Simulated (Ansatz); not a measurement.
Crystal: NiO2.

```
CELL_PARAMETERS angstrom
2.91215 0.00000 0.00000
-1.45608 2.52200 0.00000
0.00000 0.00000 10.55527
ATOMIC_POSITIONS crystal
Ni 0.00000 0.00000 0.50000
Ni 0.00000 0.00000 0.00000
O 0.33333 0.66667 0.58908
O 0.33333 0.66667 0.91092
O 0.66667 0.33333 0.41092
O 0.66667 0.33333 0.08908
```

The cell comes from a database or a generator and needn't be the stable form of this composition.

Base run:

| Quantity | Value |
| --- | --- |
| Program | Ansatz 0.2.0 |
| Functional | PBEsol |
| Potentials or basis | Ansatz PAW |
| Cutoff | 420 eV (not typed: the program's choice for these potentials) |
| k mesh | 10 × 10 × 3 |
| Occupations | fermi-dirac, width 0.05 eV |
| Spin | collinear spin, ferromagnetic start |
| Starting moments | [1.0, 1.0, 0.0, 0.0, 0.0, 0.0] μB |

Its results: band gap on the k mesh 0.91 eV, indirect (least direct gap 1.20 eV); pressure -15.2 GPa; net moment 0.00 μB per cell; largest force 1.033 eV/Å.

**Question.** The run is repeated on the same cell with these changes: hubbard terms from none to Ni d U = 6 eV; hubbard projectors from none to ortho-atomic (the default). What comes out?

**Answer.** Band gap on the k mesh 0.54 eV, indirect (least direct gap 0.69 eV); pressure -11.4 GPa; net moment 0.00 μB per cell; site moments Ni +0.60; O -0.28 μB; largest force 0.673 eV/Å.

Caveats: odd divisions of the mesh miss points on the zone boundary, where band edges often lie, so the gap on the mesh can be too wide; the PAW data sets come from PBE, with cores solved anew for the run's functional, which leaves a small shift of forces and pressure; the density of states is complete only up to the lowest level of the last band computed; the starting moments weren't kept; forces of over 1 eV/Å show positions far from the minimum, so gaps and moduli don't describe the material at rest (some runs); the magnetic or orbital state may not be the lowest (some runs).

A k mesh can miss the band edges.
